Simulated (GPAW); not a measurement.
Set up this calculation in GPAW 26.7.0, as an ASE script.

- Task: equation of state
- Functional: r2SCAN
- Potentials or basis: GPAW PAW data sets (gpaw-data 1.2.1)
- Cutoff: 600 eV
- Basis: pw
- k mesh: 8 × 8 × 5
- Occupations: fermi-dirac, width 0.05 eV
- Spin: collinear spin, ferromagnetic start
- Starting moments: [4.0, 4.0] μB
- Ranks: 4
- Maxiter: 150
- Eos scales: [0.94, 0.96, 0.98, 1.0, 1.02, 1.04, 1.06]

Crystal: Mn.

```
CELL_PARAMETERS angstrom
2.48365 0.00000 0.00000
-1.24182 2.15090 0.00000
0.00000 0.00000 4.02620
ATOMIC_POSITIONS crystal
Mn 0.33333 0.66667 0.25000
Mn 0.66667 0.33333 0.75000
```

This isn't the form of Mn at room conditions, which is a 58-atom cubic cell.

These files were run (other wordings do the same):

run.py

```python
from ase import Atoms
from ase.eos import EquationOfState
from ase.io import Trajectory
from ase.units import GPa
from ase.parallel import parprint
from gpaw import GPAW, PW

atoms = Atoms(['Mn', 'Mn'],
              cell=[[2.4836457705, 0.0, 0.0],
                    [-1.2418228853, 2.1509003313, 0.0],
                    [0.0, 0.0, 4.026195]],
              scaled_positions=[[0.3333333333, 0.6666666667, 0.25],
                                [0.6666666667, 0.3333333333, 0.75]],
              pbc=True)
atoms.set_initial_magnetic_moments([4.0, 4.0])

traj = Trajectory('eos.traj', 'w')
volumes, energies = [], []
for x in [0.94, 0.96, 0.98, 1.0, 1.02, 1.04, 1.06]:
    a = atoms.copy()
    a.set_cell(atoms.cell * x**(1 / 3), scale_atoms=True)
    calc = GPAW(mode=PW(600),
                xc='MGGA_X_R2SCAN+MGGA_C_R2SCAN',
                kpts={'size': (8, 8, 5), 'gamma': True},
                occupations={'name': 'fermi-dirac', 'width': 0.05},
                nbands=28,
                convergence={'density': 1e-05, 'energy': 1e-05},
                maxiter=150,
                txt=f'eos-{x:.2f}.txt')
    a.calc = calc
    energies.append(a.get_potential_energy(force_consistent=True))
    volumes.append(a.get_volume())
    p = -a.get_stress()[:3].mean() / GPa
    calc.write(f'eos-{x:.2f}.gpw')
    traj.write(a)
    parprint(f'{x:.2f} {volumes[-1]:10.4f} A^3 {energies[-1]:14.6f} eV {p:9.3f} GPa', flush=True)

v0, e0, B = EquationOfState(volumes, energies, eos='birchmurnaghan').fit()
parprint(f'V0 = {v0:.4f} A^3, E0 = {e0:.6f} eV, B0 = {B / GPa:.2f} GPa')
```

Potentials or basis: GPAW PAW data sets (gpaw-data 1.2.1), pw.

Command:

```sh
$ OMP_NUM_THREADS=1 mpirun -n 4 gpaw python run.py
```

It took 7.3 min on 4 MPI ranks on Arm Neoverse V2, with other jobs on the host, peak memory 0.51 GiB a rank.
